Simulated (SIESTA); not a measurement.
Worked example: self-consistent single point of a (111) slab of Li2O (cut from a parent of space group no. 225; 12 atoms in the cell) in SIESTA

Level of theory: LDA PW92, numerical atomic orbitals DZP, PseudoDojo LDA standard norm-conserving potentials (rewritten from UPF to PSML) (SIESTA 5.4.2).

This input was run:

```
# files in the folder: Li.psml O.psml (PseudoDojo LDA standard)
SystemName  Li2O
SystemLabel Li2O

NumberOfAtoms                12
NumberOfSpecies              2
%block ChemicalSpeciesLabel
  1 3 Li
  2 8 O
%endblock ChemicalSpeciesLabel
LatticeConstant              3.250499 Ang
%block LatticeVectors
     1.000000000    0.000000000    0.000000000
     0.500000154    0.866025493    0.000000000
     0.000000000    0.000000000    7.164747320
%endblock LatticeVectors
AtomicCoordinatesFormat      ScaledCartesian
%block AtomicCoordinatesAndAtomicSpecies
     0.499999551    0.288674876    2.153515267  1
     0.000000000    0.000000000    2.561762569  1
     1.000000603    0.577350618    2.970002707  1
     0.499999551    0.288674876    3.378250009  1
     1.000000000    0.000000000    3.786497311  1
     1.000000603    0.577350618    4.194744614  1
     0.499999551    0.288674876    4.602984751  1
     0.000000000    0.000000000    5.011232054  1
     1.000000603    0.577350618    2.357638918  2
     1.000000000    0.000000000    3.174126358  2
     0.499999551    0.288674876    3.990620962  2
     1.000000603    0.577350618    4.807108402  2
%endblock AtomicCoordinatesAndAtomicSpecies

XC.functional                LDA
XC.authors                   PW92
PAO.BasisSize                DZP
PAO.EnergyShift              0.01 Ry
PAO.Polarization.NonPerturbative true
MeshCutoff                   350 Ry
%block kgrid.MonkhorstPack
    4   0   0  0.0
    0   4   0  0.0
    0   0   1  0.0
%endblock kgrid.MonkhorstPack
OccupationFunction           FD
ElectronicTemperature        0.02 eV

MaxSCFIterations             150
SCF.Mixer.Method             Broyden
SCF.Mixer.Weight             0.1
SCF.Mixer.History            8
SCF.DM.Tolerance             1.0E-04
Diag.ParallelOverK           true
WriteForces                  true
Charge.Mulliken              end
```

Output, abridged:

```
reinit: Reading from file input.fdf

reinit: System Name: Li2O
reinit: System Label: Li2O

coor:   Atomic-coordinates input format  =     Cartesian coordinates
coor:                                          (in units of alat)

siesta: Atomic coordinates (Bohr) and species
siesta:      3.07127   1.77320  13.22808  1        1
siesta:      0.00000   0.00000  15.73576  1        2
siesta:      6.14256   3.54641  18.24340  1        3
siesta:      3.07127   1.77320  20.75108  1        4
siesta:      6.14255   0.00000  23.25876  1        5
siesta:      6.14256   3.54641  25.76644  1        6
siesta:      3.07127   1.77320  28.27408  1        7
siesta:      0.00000   0.00000  30.78176  1        8
siesta:      6.14256   3.54641  14.48192  2        9
siesta:      6.14255   0.00000  19.49724  2       10
siesta:      3.07127   1.77320  24.51260  2       11
siesta:      6.14256   3.54641  29.52792  2       12

siesta: System type = slab

initatomlists: Number of atoms, orbitals, and projectors:     12   100   116

siesta: ******************** Simulation parameters ****************************
redata: Spin configuration                          = none
redata: Time-Reversal Symmetry                      = T
redata: Number of Atomic Species                    =        2
redata: Mesh Cutoff                                 =   350.0000 Ry
redata: Net charge of the system                    =     0.0000 |e|
redata: Min. number of SCF Iter                     =        0
redata: Max. number of SCF Iter                     =      150
redata: SCF convergence failure will abort job
redata: SCF mix quantity                            = Hamiltonian
redata: Mix DM or H after convergence               =   F
redata: Recompute H after scf cycle                 =   F
redata: Mix DM in first SCF step                    =   T
redata: No kicks to SCF
redata: DM Mixing Weight for Kicks                  =     0.5000
   [... lines left out ...]
diag: Parallel distribution                         =     1 x     1
diag: Used triangular part                          = Lower
diag: Absolute tolerance                            =  0.100E-15
diag: Orthogonalization factor                      =  0.100E-05
diag: Memory factor                                 =  1.0000

superc: Internal auxiliary supercell:     9 x     9 x     1  =      81
superc: Number of atoms, orbitals, and projectors:    972   8100   9396

                        Single-point calculation

superc: Internal auxiliary supercell:     9 x     9 x     1  =      81
superc: Number of atoms, orbitals, and projectors:    972   8100   9396

outcell: Unit cell vectors (Ang):
        3.250499    0.000000    0.000000
        1.625250    2.815015    0.000000
        0.000000    0.000000   23.289004

outcell: Cell vector modules (Ang)   :    3.250499    3.250500   23.289004
outcell: Cell angles (23,13,12) (deg):     90.0000     90.0000     60.0000
outcell: Cell volume (Ang**3)        :    213.0991
new_DM -- step:     1
Initializing Density Matrix...

Attempting to read DM from file... Failed...
DM filled with atomic data:

InitMesh: MESH = 32 x 32 x 270 = 276480
InitMesh: Mesh cutoff (required, used) =   350.000   357.142 Ry

stepf: Fermi-Dirac step function
        iscf     Eharris(eV)        E_KS(eV)     FreeEng(eV)     dDmax    Ef(eV) dHmax(eV)
   scf:    1    -3308.477071    -3351.212204    -3351.212204  0.764132-11.589279 15.675797
   scf:    2    -3356.357661    -3353.931335    -3353.931335  0.050781-10.847485 12.204751
   scf:    3    -3350.695162    -3355.621764    -3355.621764  0.174402 -6.449058  5.363431
   scf:    4    -3357.396031    -3357.187405    -3357.187405  0.075175 -6.768167  2.119478
   scf:    5    -3356.429527    -3356.994884    -3356.994884  0.155184 -5.510695  3.429968
   scf:    6    -3357.392249    -3357.236113    -3357.236113  0.055472 -5.873012  1.073027
   [... 6 lines left out ...]
   scf:   13    -3357.271133    -3357.271133    -3357.271133  0.000148 -5.825214  0.001903
   scf:   14    -3357.271133    -3357.271133    -3357.271133  0.000017 -5.825328  0.001508
   scf:   15    -3357.271133    -3357.271133    -3357.271133  0.000012 -5.825398  0.001297
   scf:   16    -3357.271133    -3357.271133    -3357.271133  0.000005 -5.825477  0.001116
   scf:   17    -3357.271133    -3357.271133    -3357.271133  0.000009 -5.825535  0.000969
SCF Convergence by DM+H criterion
max |DM_out - DM_in|         :     0.0000090192
max |H_out - H_in|      (eV) :     0.0009693147
SCF cycle converged after 17 iterations

Using DM_out to compute the final energy and forces

siesta: E_KS(eV) =            -3357.2711

siesta: E_KS - E_eggbox =     -3357.2711

siesta: Atomic forces (eV/Ang):
     1    0.000009    0.000006    0.335030
     2    0.000003    0.000002    0.029546
     3   -0.000009   -0.000006    0.041213
     4    0.000009    0.000005   -0.001051
     5   -0.000003   -0.000002    0.002462
     6   -0.000013   -0.000007   -0.041577
     7    0.000012    0.000007   -0.028834
     8    0.000002    0.000001   -0.335596
     9   -0.000012   -0.000007   -0.030454
    10    0.000000    0.000000    0.009490
    11    0.000005    0.000003   -0.008752
    12   -0.000012   -0.000007    0.031079
   Tot   -0.000008   -0.000005    0.002556
   Max    0.335596
   Res    0.080289    sqrt( Sum f_i^2 / 3N )
   Max    0.335596    constrained

Stress tensor Voigt[x,y,z,yz,xz,xy] (kbar):       47.62       47.62       24.38        0.00        0.00        0.00
(Free)E + p*V (eV/cell)    -3362.5745
Target enthalpy (eV/cell)    -3357.2711

siesta: Program's energy decomposition (eV):
siesta: Ebs     =     -1209.921024
siesta: Eions   =      4066.826864
siesta: Ena     =       440.557944
siesta: Ekin    =      2343.159726
siesta: Enl     =     -1272.693938
siesta: Eso     =         0.000000
siesta: Edftu   =         0.000000
siesta: DEna    =         0.296590
siesta: DUscf   =         3.554985
siesta: DUext   =         0.000000
siesta: Ex      =      -722.207512
siesta: Ec      =       -83.112064
siesta: Exc     =      -805.319576
siesta: Eharris =     -3357.271133
siesta: Etot    =     -3357.271133
siesta: FreeEng =     -3357.271133

siesta: Atomic forces (eV/Ang):
siesta:      1    0.000009    0.000006    0.335030
siesta:      2    0.000003    0.000002    0.029546
siesta:      3   -0.000009   -0.000006    0.041213
siesta:      4    0.000009    0.000005   -0.001051
siesta:      5   -0.000003   -0.000002    0.002462
siesta:      6   -0.000013   -0.000007   -0.041577
   [... lines left out ...]
siesta: Cell volume =        213.099124 Ang**3
siesta:         -39.87290979        -31.72737599  kBar
   [... lines left out ...]
   8  2.568   1.978   0.029   0.025   0.206   0.125   0.206

Species: O
Atom  Qatom  Qorb
               2s      2s      2py     2pz     2px     2py     2pz     2px
               3dxy    3dyz    3dz2    3dxz    3dx2-y2
   9  6.700   1.747   0.007   1.818   1.787   1.818  -0.167  -0.168  -0.167
              0.007   0.004   0.006   0.004   0.007
  10  6.708   1.730   0.012   1.804   1.816   1.804  -0.159  -0.169  -0.159
              0.007   0.004   0.009   0.004   0.007
  11  6.708   1.730   0.012   1.804   1.816   1.804  -0.159  -0.169  -0.159
              0.007   0.004   0.009   0.004   0.007
  12  6.700   1.747   0.007   1.818   1.787   1.818  -0.167  -0.168  -0.167
              0.007   0.004   0.006   0.004   0.007

mulliken: Qtot =       48.000

Mulliken Atomic Populations:
Atom #   charge [q] valence [e]  Species
     1     0.431659    2.568341  Li
     2     0.273728    2.726272  Li
     3     0.356821    2.643179  Li
     4     0.346420    2.653580  Li
     5     0.346250    2.653750  Li
     6     0.356816    2.643184  Li
     7     0.273881    2.726119  Li
     8     0.431607    2.568393  Li
     9    -0.700160    6.700160  O
    10    -0.708441    6.708441  O
    11    -0.708434    6.708434  O
    12    -0.700147    6.700147  O
 Total     0.000000

siesta: Electric dipole (a.u.)  =   -0.000000   -0.000000   -0.000005
siesta: Electric dipole (Debye) =   -0.000000   -0.000000   -0.000014
```

The run converged in 17 iterations.

The starting cell has typed, rounded lattice constants, without a prior relaxation at this level. The slab is cut from that crystal, and its faces are unrelaxed. Its lattice was rescaled by up to half a per cent. Spin polarisation is off, though cut faces can carry moments; a gap of a slab can lie between surface states. Values carry the incompleteness of an atom-centred basis.

Cost on one core of a shared machine: roughly 80 s.
